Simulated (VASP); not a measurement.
KCl (Sylvite), 2 atoms in the cell. Symmetry: Fm-3m, No. 225, cubic system. Conventional cell: a = 6.293 Å, b = 6.293 Å, c = 6.293 Å, α = 90.00°, β = 90.00°, γ = 90.00°. K (site symmetry m-3m) is surrounded by 6 Cl at 3.15 Å. Cl (site symmetry m-3m) is surrounded by 6 K at 3.15 Å. 

```yaml
Program: VASP 6.6.1
Task: single point
Functional: PBE
Dispersion: MBD
Potentials_or_basis: VASP PAW PBE potentials, release 64 (K_sv_GW, Cl_GW)
Cutoff: 600 eV
k_mesh: 7 × 7 × 7
Occupations: gaussian, width 0.1 eV
Spin: no spin polarisation
Further_INCAR_settings: ALGO = Normal; EDIFF = 1e-07; NBANDS = 15
```

Potentials or basis: VASP PAW PBE potentials, release 64 (K_sv_GW, Cl_GW).

Run with:

```console
$ cat potpaw_PBE.64/K_sv_GW/POTCAR potpaw_PBE.64/Cl_GW/POTCAR > POTCAR
$ mpirun -np 1 vasp_std > vasp.out
```

Hardware: 1 thread of Intel(R) Xeon(R) Platinum 8488C (Sapphire Rapids) (shared host).

Question: How long does it take, and how much memory?

Answer: Run time: 30 s on 1 thread of Intel(R) Xeon(R) Platinum 8488C (Sapphire Rapids) (shared host), peak memory 0.21 GiB. Counts: scf iterations 15, k points 20.
